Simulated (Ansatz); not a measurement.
# Ru (P6_3/mmc) in Ansatz: further runs

The runs below take Ru through relaxation of cell and atoms, single point, with HSE03, HSE06, r2SCAN50, HF.

Everything below comes from runs of Ansatz 0.2.0. Logs are shortened: lines on timing, memory, paths and dates and some standing lists are left out, and cuts for length are marked.

## (1) Starting point

The structure is hexagonal, space group P6_3/mmc (No. 194). The conventional cell has a = 2.706 Å, b = 2.706 Å, c = 4.282 Å, α = 90.00°, β = 90.00°, γ = 120.00°. Ru (site symmetry -6m2) is surrounded by 12 Ru at 2.65 to 2.71 Å.

## (2) Relaxation of cell and atoms, HSE03

File input.yaml:

```yaml
crystal:
  lattice:
    - [2.7058, 0.0, 0.0]
    - [-1.3529, 2.3432915376, 0.0]
    - [0.0, 0.0, 4.2819]
  atoms:
    - { symbol: Ru, position: [0.6666666667, 0.3333333333, 0.75] }
    - { symbol: Ru, position: [0.3333333333, 0.6666666667, 0.25] }
hamiltonian:
  xc: { exchange: pbe, correlation: pbe, exx: { coeff: 0.25, omega: 0.3 } }
  pseudopotentials: { kind: paw }
kpoints:
  mp_grid: { grid: [6, 6, 3] }
scf:
  occupations: { method: fermi_dirac, width: 0.05 }
output:
  forces: true
  stress: true
  write_density: true
  write_potential: true
  elf: true
  volumetric_format: npy
relax:
  f_tol: 0.01
  max_steps: 40
  cell: { stress_tol: 0.05 }
```

Potentials or basis: Ansatz PAW.

The run is started by

```bash
> ansatz run input.yaml --threads 2 --pin off --max-ram 5632MiB --backend cpu --events-out ev --progress --plain --runs-dir out
```

Standard output:

```text
Warning: RAYON_NUM_THREADS=2 ignored (pool sized by the plan → 2); use --threads N
Engine: ansatz 0.2.0, x86_64-unknown-linux-gnu
Pseudopotentials: kind: paw
Pseudopotential: Ru, paw, valence charge 16, recommended cutoff 420 eV (normal), Ru.paw.azcp
Functional definition: unnamed
  parameter a_1 = 0.25
  parameter omega_1 = 0.3/angstrom
  exchange = pbe_x + (-a_1)*pbe_x_sr(omega_1) + a_1*exact_x_sr(omega_1)
  correlation = pbe_c
Crystal: 2 atoms, lattice volume = 27.149 Å³
Basis set: ecut = 420 eV, 537 PW (Γ), exchange–correlation on 40×40×60 points (8 copies of the dense FFT grid, shifted against one another)
Bands: 20, of which v1, the nominal top of the filled ones, is band 16 counted from 1 (15 counted from 0)
Symmetry: 24 space group operations
Space group: P63/mmc (ITA 194), of the structure as read, at distance tolerance 3.0e-5 Å
k-points: 14 of 108
Non-local potential: Ru, projectors of the file, l = 0: 3, l = 1: 2, l = 2: 2, l = 3: 1
PAW form: soft (Blöchl's): semilocal exchange-correlation on the pseudo side does not see the compensation charge
PAW frozen core: Ru, regenerated for the run's functional, and the local potential with it (the file was generated under x = pbe(κ = 0.804, μ = 0.2195149727645171), c = pbe(β = 0.06672455060314922))
PAW one-centre angular grid: Ru, 590 points (default); XC on 64 Gauss nodes
Initial density: superposition of atomic densities (neutral atoms: chi_scale 0, normalization atom), corrected by the library's trained network
Initial wavefunctions: pseudopotential atomic-orbital guess
Functional: x = pbe(κ = 0.804, μ = 0.2195149727645171), c = pbe(β = 0.06672455060314922), warm-up for x = pbe(κ = 0.804, μ = 0.2195149727645171) + 0.25 (exact − pbe) at short range (hse, ω = 0.3 Å⁻¹), c = pbe(β = 0.06672455060314922)
SCF iter   1: F=—  HF=-11757.296958 eV  |F-HF|=—  |Δ(HF+E_count)|=         —  Δρ=1.01e-2  dr2=6.86e-3  ethr=1.77e-3  ⟨swp⟩=5.8  Hψ=1020  notcnv=0
preconditioner: auto → none  [insulator: Δε(μ)=0.137 eV  Ē_g=5.849 eV  σ=0.050 eV  W_gap=0.58  n_scr=8 (ndim 8)  ℏωp=28.5 eV  f_vac=0.000  D(μ)=1.21/eV (n_scr^D=8)]
SCF iter   2: F=—  HF=-11757.298767 eV  |F-HF|=—  |Δ(HF+E_count)|=   1.81e-3  Δρ=4.70e-3  dr2=1.09e-3  ethr=2.14e-5  ⟨swp⟩=3.0  Hψ=736  notcnv=0
iter 3 solved again at ethr=2.79e-7 eV; its pass at ethr=3.41e-6 eV (dr2=8.94e-5 eV) is discarded
SCF iter   3: F=—  HF=-11757.299535 eV  |F-HF|=—  |Δ(HF+E_count)|=   7.68e-4  Δρ=1.12e-3  dr2=8.54e-5  ethr=2.79e-7  ⟨swp⟩=2.0  Hψ=1019  notcnv=0
SCF iter   4: F=—  HF=-11757.299577 eV  |F-HF|=—  |Δ(HF+E_count)|=   4.20e-5  Δρ=8.06e-5  dr2=4.92e-7  ethr=2.67e-7  ⟨swp⟩=3.0  Hψ=600  notcnv=0
SCF iter   5: F=—  HF=-11757.299578 eV  |F-HF|=—  |Δ(HF+E_count)|=   3.91e-7  Δρ=1.95e-5  dr2=2.29e-8  ethr=1.54e-9  ⟨swp⟩=3.4  Hψ=722  notcnv=0
SCF iter   6: F=—  HF=-11757.299578 eV  |F-HF|=—  |Δ(HF+E_count)|=   1.03e-8  Δρ=2.17e-6  dr2=4.10e-10  ethr=7.16e-11  ⟨swp⟩=3.0  Hψ=548  notcnv=0
SCF iter   7: F=-11757.299578 eV  HF=-11757.299578 eV  |F-HF|=1.27e-11  |Δ(HF+E_count)|=  3.82e-11  Δρ=2.83e-7  dr2=1.61e-11  ethr=1.28e-12  ⟨swp⟩=3.1  Hψ=681  notcnv=0
SCF 1 converged in 7 iterations: F = -11757.299578 eV  dr2 = 1.61e-11
[... 2 lines left out ...]
Functional: x = pbe(κ = 0.804, μ = 0.2195149727645171) + 0.25 (exact − pbe) at short range (hse, ω = 0.3 Å⁻¹), c = pbe(β = 0.06672455060314922)
Exchange kernel: α = 0.2500, screened, ω = 0.3000 Å⁻¹, Wigner–Seitz truncation, v(0) = 501.9825 eV·Å³, q-mesh 6×6×3, nearest image of the exchange supercell L = 12.85 Å, pair-density grid 15×15×20, without the augmentation charges, whose exchange is taken in its separable form by FFT convolution over the k-point mesh (sized by the pseudopotential files, 16×16×30 at the most), smooth part of the exact exchange by density-matrix convolution
Frozen-core exchange: fock
[... 8 lines left out ...]
SCF 2 stopped early in 6 iterations: F = -11760.630615 eV  dr2 = 1.86e-6
hybrid outer 1: dexx = +3.007e-3 eV, tail = 1.44e-5 eV
Exchange kernel: α = 0.2500, screened, ω = 0.3000 Å⁻¹, Wigner–Seitz truncation, v(0) = 501.9825 eV·Å³, q-mesh 6×6×3, nearest image of the exchange supercell L = 12.85 Å, pair-density grid 15×15×20, without the augmentation charges, whose exchange is taken in its separable form by FFT convolution over the k-point mesh (sized by the pseudopotential files, 16×16×30 at the most), smooth part of the exact exchange by density-matrix convolution
[... 146 lines left out ...]
hybrid outer 2: dexx = +8.611e-10 eV, tail = 3.20e-11 eV, Δε = 6.08e-5 eV (about 2.42e-6 eV left of the loop's levels)
relax step   5: F+E_penalty+E_count = -11760.65135443 eV  Δ(F+E_penalty+E_count) = -8.015e-7 eV  max|allowed force component| = 1.156e-17 eV/Å  Δτ_max = 0.0000 Å  P = +0.003 GPa  Ω = 26.541 Å³  energy of the carried Pulay correction = +2.554e-4 eV  (8 SCF iters, accepted)
Exchange kernel: α = 0.2500, screened, ω = 0.3000 Å⁻¹, Wigner–Seitz truncation, v(0) = 501.8859 eV·Å³, q-mesh 6×6×3, nearest image of the exchange supercell L = 12.64 Å, pair-density grid 15×15×20, without the augmentation charges, whose exchange is taken in its separable form by FFT convolution over the k-point mesh (sized by the pseudopotential files, 16×16×30 at the most), smooth part of the exact exchange by density-matrix convolution
Frozen-core exchange: fock
[... 9 lines left out ...]
SCF 17 converged in 6 iterations: F = -11760.651036 eV  dr2 = 9.45e-12
hybrid outer 1: dexx = +5.180e-8 eV, tail = 3.42e-10 eV
Exchange kernel: α = 0.2500, screened, ω = 0.3000 Å⁻¹, Wigner–Seitz truncation, v(0) = 501.8859 eV·Å³, q-mesh 6×6×3, nearest image of the exchange supercell L = 12.64 Å, pair-density grid 15×15×20, without the augmentation charges, whose exchange is taken in its separable form by FFT convolution over the k-point mesh (sized by the pseudopotential files, 16×16×30 at the most), smooth part of the exact exchange by density-matrix convolution
Frozen-core exchange: fock
[... 3 lines left out ...]
SCF 18 converged in 2 iterations: F = -11760.651036 eV  dr2 = 1.22e-12
  Residual-converged pass: ⟨swp⟩=4.0  Hψ=864  notcnv=0  max |occ|·‖R‖ = 7.7e-9 eV (tolerance 1.0e-8 eV)  dr2=1.18e-12  dr2_onsite=2.41e-13  max |Δocc| = 2.5e-13
hybrid outer 2: dexx = +6.111e-12 eV, tail = 3.15e-12 eV, Δε = 9.61e-6 eV (about 9.22e-7 eV left of the loop's levels)
relax step   6: F+E_penalty+E_count = -11760.65103596 eV  Δ(F+E_penalty+E_count) = +3.185e-4 eV  max|allowed force component| = 1.156e-17 eV/Å  Δτ_max = 0.0000 Å  P = +0.027 GPa  Ω = 26.541 Å³  stress off target by 3.15e-2 GPa  SCF on the basis re-selected at this cell (its energy is not comparable with the rows above)  (8 SCF iters)
[... 1 line left out ...]
hybrid SCF converged: 2 outer / 8 inner (+0 warm-up), last move |dexx| = 6.11e-12 eV, tail = 3.15e-12 eV
Stability not checked: this state was not tested for a lower state beside it, because the functional holds exact exchange (a hybrid, or Hartree-Fock), whose exchange loop this test does not read (fock_operator; see scf.lower_state_search)
Free energy (F): -11760.651036 eV
Frozen-core exchange: fock
Harris-Foulkes:  -11760.651036 eV  (|F-HF|=0.00e0)
Internal energy: -11760.644303 eV  (E = F + TS)
E sigma→0 (E₀):  -11760.647669 eV
Entropy (-TS):   -0.006733 eV (-3.367 meV/atom)
Fermi energy:    23.842804 eV
--- Per-component energies (eV) ---
  E_band       = -155.381804
  E_kinetic    = 1030.194810
  E_local      = -2458.833948  (includes V_loc(G=0)·N_el)
  E_nonlocal   = 681.585707
  E_hartree    = 788.556870
  E_xc         = -310.238371
  E_vxc        = -385.050636  (∫ρ·V_xc dr)
  E_exx        = -103.748150  (= α·E_x^exact, valence–valence)
  E_paw        = -6891.492027  (= ΣΔE_a)
  E_vpaw       = -392.894760  (= ΣTr[D̂ρ^β])
  E_aug_tail   = -0.000400  (compensation charges beyond the density's cutoff)
  E_ewald      = -4495.690062
  E_core_change = -0.978731  (= ΣΔE_core)
  E_smearing   = -0.006733  (= −TS)
  E_closure    = 0.000000  (closes the sum)
  Σ components = -11760.651036   (vs F -11760.651036, Δ=0.00e0)
--- Forces (eV/Å), atoms counted from 1 ---
  atom   1  Ru    -0.00000000    -0.00000000     0.00000000
  atom   2  Ru     0.00000000     0.00000000     0.00000000
  max |Σ_I F_I| component: 4.63e-18 eV/Å
--- Stress (GPa, compression-positive) ---
        0.025053       0.000000       0.000000
        0.000000       0.025053       0.000000
        0.000000       0.000000       0.031550
  P = ⅓ Tr σ = 0.0272 GPa (0.272 kbar)
--- Band table (eV; the first three rows and the last of 14) ---
  k-point 0: bands = ["-53.6097", "-53.3390", "-22.8304", "-21.6678", "-21.6678", "-21.4410", "-21.4410", "-21.3559", "14.9968", "16.7405", "20.7793", "20.7793", "21.2053", "21.5647", "21.5647", "21.9960", "21.9960", "25.2772", "25.2772"]
  k-point 1: bands = ["-53.5430", "-53.4077", "-22.4786", "-21.7428", "-21.6119", "-21.6119", "-21.4986", "-21.4986", "16.2676", "17.1543", "20.3639", "20.3639", "20.6872", "20.8751", "20.8751", "22.4000", "23.5440", "23.5440", "25.1338"]
  k-point 2: bands = ["-53.5623", "-53.3233", "-22.7144", "-21.8956", "-21.7453", "-21.6764", "-21.4726", "-21.4177", "16.0632", "17.4476", "19.7455", "20.6951", "21.1770", "21.3976", "21.7474", "22.3053", "22.4513", "22.5437", "25.6265"]
  k-point 13: bands = ["-53.3309", "-53.3309", "-22.4726", "-22.4726", "-22.3056", "-22.0633", "-21.6700", "-21.6700", "18.2461", "18.4785", "18.4785", "19.5062", "20.6596", "20.6596", "22.3318", "23.3508", "25.3736", "25.3736", "32.8377"]
  guard bands above this table: 1 of the run's 20 bands, where the rule asks 2: the bands that hold charge and the lowest empty level above them stay in the table. The solve was not asked for them (output.publish_guard_bands: true or output.eigenvalues: true publishes all)
--- Relaxed structure (5 steps of the walk, 4 accepted, 1 SCFs on fresh bases) ---
  F+E_penalty+E_count = -11760.65103596 eV   max|allowed force component| = 1.156e-17 eV/Å   (the final SCF, on the basis selected at the relaxed cell)
  cell:  # Å, volume = 26.5411 Å³
    - [2.6969358609635368, -2.889784220691625e-35, 2.2395827710360088e-34]
    - [-1.3484679304817684, 2.33561496797168, -8.343521157301995e-19]
    - [3.544116145767279e-34, -1.5246128221991342e-18, 4.213532457841056]
  atoms:
    - { symbol: Ru, position: [0.6666666666666666, 0.33333333333333337, 0.7500000000000001] }
    - { symbol: Ru, position: [0.33333333333333337, 0.6666666666666667, 0.25] }
```

Wall time 84 s (2 threads of Intel Xeon at 2.50GHz (Skylake/Cascade Lake), shared host); peak memory 0.64 GiB.

What came out:

```
Free energy                            : -11760.6510 eV
Relaxed volume                         : 13.27 Å³/atom
Relaxed cell                           : a = 2.697 Å, b = 2.697 Å, c = 4.214 Å, α = 90.00°, β = 90.00°, γ = 120.00°
Space group after relaxing (to 0.05 Å) : P6_3/mmc (No. 194)
Energy gained by relaxing              : 10.2 meV/atom
Ionic steps                            : 5
Pressure after relaxing                : 0.0 GPa
Band gap on the k mesh                 : none (metal or under the smearing width)
```

Step by step:
```csv
step,energy change (eV),largest force (eV/Å),volume (Å³)
1,0.0000,0.0000,27.15
2,-0.0206,0.0000,26.58
3,-0.0207,0.0000,26.54
4,-0.0207,0.0000,26.54
5,-0.0204,0.0000,26.54
```

Final structure:
```cif
data_structure
_symmetry_space_group_name_H-M 'P 1'
_symmetry_Int_Tables_number 1
_cell_length_a 2.6969
_cell_length_b 2.6969
_cell_length_c 4.2135
_cell_angle_alpha 90.000
_cell_angle_beta 90.000
_cell_angle_gamma 120.000
_cell_volume 26.54
loop_
_atom_site_label
_atom_site_type_symbol
_atom_site_fract_x
_atom_site_fract_y
_atom_site_fract_z
_atom_site_occupancy
Ru1 Ru 0.66667 0.33333 0.75000 1
Ru2 Ru 0.33333 0.66667 0.25000 1
```

Levels at points of the mesh, in eV from the Fermi level:
```tsv
k point	band 12	band 13	band 14	band 15	band 16	band 17	band 18	band 19
(0.00, 0.00, 0.00)	-3.06	-2.64	-2.28	-2.28	-1.85	-1.85	1.43	1.43
(0.00, -0.50, 0.00)	-3.73	-2.36	-2.00	-1.63	1.69	2.20	2.32	4.74
```

Caveat: the k mesh is coarse (spacing up to 0.49 Å⁻¹), so the values aren't converged, least of all with exact exchange; the plane-wave basis is chosen anew once the cell has moved, so the energies of steps on either side of that aren't comparable; the PAW data sets come from PBE, with cores solved anew for the run's functional, which leaves a small shift of forces and pressure.

## (3) Relaxation of cell and atoms, HSE06

input.yaml, as its differences from that of step 2:

```diff
@@ -9,3 +9,3 @@
 hamiltonian:
-  xc: { exchange: pbe, correlation: pbe, exx: { coeff: 0.25, omega: 0.3 } }
+  xc: hse06
   pseudopotentials: { kind: paw }
```

Potentials or basis: Ansatz PAW.

The run is started by

```bash
> ansatz run input.yaml --threads 2 --pin off --max-ram 5632MiB --backend cpu --events-out ev --progress --plain --runs-dir out
```

It took 90 s on 2 threads of Intel Xeon at 2.50GHz (Skylake/Cascade Lake), shared host; peak memory 0.64 GiB.

Results (log left out):

| Item | Value |
| --- | --- |
| Free energy | -11760.5438 eV |
| Relaxed volume | 13.23 Å³/atom |
| Relaxed cell | a = 2.695 Å, b = 2.695 Å, c = 4.208 Å, α = 90.00°, β = 90.00°, γ = 120.00° |
| Space group after relaxing (to 0.05 Å) | P6_3/mmc (No. 194) |
| Energy gained by relaxing | 12.7 meV/atom |
| Ionic steps | 5 |
| Pressure after relaxing | 0.0 GPa |
| Band gap on the k mesh | none (metal or under the smearing width) |

The path:
| step | energy change (eV) | largest force (eV/Å) | volume (Å³) |
| --- | --- | --- | --- |
| 1 | 0.0000 | 0.0000 | 27.15 |
| 2 | -0.0256 | 0.0000 | 26.51 |
| 3 | -0.0258 | 0.0000 | 26.46 |
| 4 | -0.0258 | 0.0000 | 26.46 |
| 5 | -0.0254 | 0.0000 | 26.46 |

Final structure:
```yaml
crystal:
  lattice:
    - [2.69486, 0.00000, 0.00000]
    - [-1.34743, 2.33382, 0.00000]
    - [0.00000, 0.00000, 4.20752]
  atoms:
    - { symbol: Ru, position: [0.66667, 0.33333, 0.75000] }
    - { symbol: Ru, position: [0.33333, 0.66667, 0.25000] }
```

Levels at points of the mesh, in eV from the Fermi level:
| k point | band 13 | band 14 | band 15 | band 16 | band 17 | band 18 | band 19 |
| --- | --- | --- | --- | --- | --- | --- | --- |
| (0.00, 0.00, 0.00) | -2.77 | -2.42 | -2.42 | -1.98 | -1.98 | 1.51 | 1.51 |
| (0.00, -0.50, 0.00) | -2.48 | -2.09 | -1.74 | 1.78 | 2.30 | 2.41 | 4.87 |

Caveat: the k mesh is coarse (spacing up to 0.49 Å⁻¹), so the values aren't converged, least of all with exact exchange; the plane-wave basis is chosen anew once the cell has moved, so the energies of steps on either side of that aren't comparable; the PAW data sets come from PBE, with cores solved anew for the run's functional, which leaves a small shift of forces and pressure.

## (4) Single point, r2SCAN50

input.yaml, as its differences from that of step 3:

```diff
@@ -9,3 +9,3 @@
 hamiltonian:
-  xc: hse06
+  xc: r2scan50
   pseudopotentials: { kind: paw }
@@ -18,2 +18,3 @@
   stress: true
+  eigenvalues: true
   write_density: true
@@ -22,5 +23 @@
   volumetric_format: npy
-relax:
-  f_tol: 0.01
-  max_steps: 40
-  cell: { stress_tol: 0.05 }
```

The run is started by

```bash
> ansatz run input.yaml --threads 2 --pin off --max-ram 5632MiB --backend cpu --events-out ev --progress --plain --runs-dir out
```

Run time: 56 s. Hardware: 2 threads of Intel Xeon at 2.50GHz (Skylake/Cascade Lake), shared host; peak memory 0.71 GiB.

It converged, with:

- Free energy: -11774.3315 eV
- Pressure: -24.3 GPa

Stress tensor (GPa, compression positive):
```
-20.82   0.00   0.00
  0.00 -20.82   0.00
  0.00   0.00 -31.28
```

Levels at points of the mesh, in eV from the Fermi level:
| k point | band 12 | band 13 | band 14 | band 15 | band 16 | band 17 | band 18 | band 19 | band 20 |
| --- | --- | --- | --- | --- | --- | --- | --- | --- | --- |
| (0.00, 0.00, 0.00) | -4.32 | -3.81 | -3.56 | -3.56 | -3.10 | -3.10 | 1.96 | 2.39 | 2.39 |
| (0.00, -0.50, 0.00) | -5.27 | -3.76 | -2.81 | -2.57 | 3.05 | 3.06 | 3.66 | 6.42 | 8.80 |

Caveat: the k mesh is coarse (spacing up to 0.49 Å⁻¹), so the values aren't converged, least of all with exact exchange; so large a pressure means that the cell lies far from this level's equilibrium, or that cutoff or potentials fall short; the PAW data sets come from PBE, with cores solved anew for the run's functional, which leaves a small shift of forces and pressure; the thresholds are loose for stress.

## (5) Single point, HF

input.yaml, as its differences from that of step 4:

```diff
@@ -9,3 +9,3 @@
 hamiltonian:
-  xc: r2scan50
+  xc: hf
   pseudopotentials: { kind: paw }
```

The run is started by

```bash
> ansatz run input.yaml --threads 2 --pin off --max-ram 5632MiB --backend cpu --events-out ev --progress --plain --runs-dir out
```

It took 65 s on 2 threads of Intel Xeon at 2.50GHz (Skylake/Cascade Lake), shared host; peak memory 0.61 GiB.

The run converged. Its results:

- Free energy: -11638.7680 eV
- Pressure: -14.1 GPa
- Band gap on the k mesh: 2.90 eV

Stress tensor (GPa, compression positive):
```
 -9.58   0.00   0.00
  0.00  -9.58   0.00
  0.00   0.00 -23.23
```

Levels at points of the mesh, in eV from the valence-band top:
```csv
k point,band 13,band 14,band 15,band 16,band 17,band 18,band 19,band 20
"(0.00, 0.00, 0.00)",-4.10,-4.10,-3.81,-3.81,-3.05,4.18,4.27,4.27
"(0.00, -0.50, 0.00)",-4.56,-2.17,-1.75,4.80,5.89,6.64,10.28,12.71
```

Caveat: the k mesh is coarse (spacing up to 0.49 Å⁻¹), so the values aren't converged, least of all with exact exchange; odd divisions of the mesh miss points on the zone boundary, where band edges often lie, so the gap on the mesh can be too wide; the PAW data sets come from PBE, with cores solved anew for the run's functional, which leaves a small shift of forces and pressure; the thresholds are loose for stress. A k mesh can miss the band edges.

## (6) Overview

```csv
task,level,cell,cutoff (eV),gap on the mesh (eV),pressure (GPa),relaxed volume (Å³/atom)
relaxation of cell and atoms,HSE03,relaxed,420,none,0.0,13.27
relaxation of cell and atoms,HSE06,relaxed,420,none,0.0,13.23
single point,r2SCAN50,as given,500,-,-24.3,-
single point,HF,as given,420,2.90,-14.1,-
```

Alike in all rows: potentials or basis Ansatz PAW; no spin polarisation; k mesh 6 × 6 × 3; smearing fermi-dirac 0.05 eV; the mesh is coarse, so values aren't converged.

Caveats: all runs use coarse meshes; the PAW data sets come from PBE, with cores solved anew for the run's functional, which leaves a small shift of forces and pressure; the plane-wave basis is chosen anew once the cell has moved, so the energies of steps on either side of that aren't comparable (some runs); the thresholds are loose for stress (some runs); so large a pressure means that the cell lies far from this level's equilibrium, or that cutoff or potentials fall short (some runs); odd divisions of the mesh miss points on the zone boundary, where band edges often lie, so the gap on the mesh can be too wide (some runs).

Absolute energies hang on the potentials; compare differences alone.
